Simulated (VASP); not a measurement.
Crystal: Si.

```
Si
1.0
     0.00000    2.72185    2.72185
     2.72185    0.00000    2.72185
     2.72185    2.72185    0.00000
Si
2
Direct
  0.50000 0.50000 0.50000
  0.75000 0.75000 0.75000
```

```yaml
Program: VASP 6.6.1
Task: relaxation of cell and atoms
Functional: revPBE
Potentials_or_basis: VASP PAW PBE potentials, release 64 (Si)
Cutoff: 600 eV
k_mesh: 8 × 8 × 8
Occupations: fermi-dirac, width 0.05 eV
Spin: no spin polarisation
```

At the start: pressure 2.3 GPa; volume 20.16 Å³/atom.

Where does the relaxation end?

Over 3 steps the energy falls by 3.7 meV/atom and the volume is 20.68 Å³/atom (+2.6 %); space group Fd-3m (No. 227, to 0.05 Å).

Step by step:
```csv
step,energy change (eV),largest force (eV/Å),pressure (GPa),volume (Å³)
1,0.0000,0.0000,2.34,40.33
2,-0.0042,0.0000,-1.41,42.07
3,-0.0073,0.0000,0.01,41.36
```

Final structure:
```
Si
1.0
     0.00000    2.74495    2.74495
     2.74495    0.00000    2.74495
     2.74495    2.74495    0.00000
Si
2
Cartesian
  2.7449 2.7449 2.7449
  4.1174 4.1174 4.1174
```

Caveat: the PAW data sets were made with another functional, which shifts forces and pressure a little.
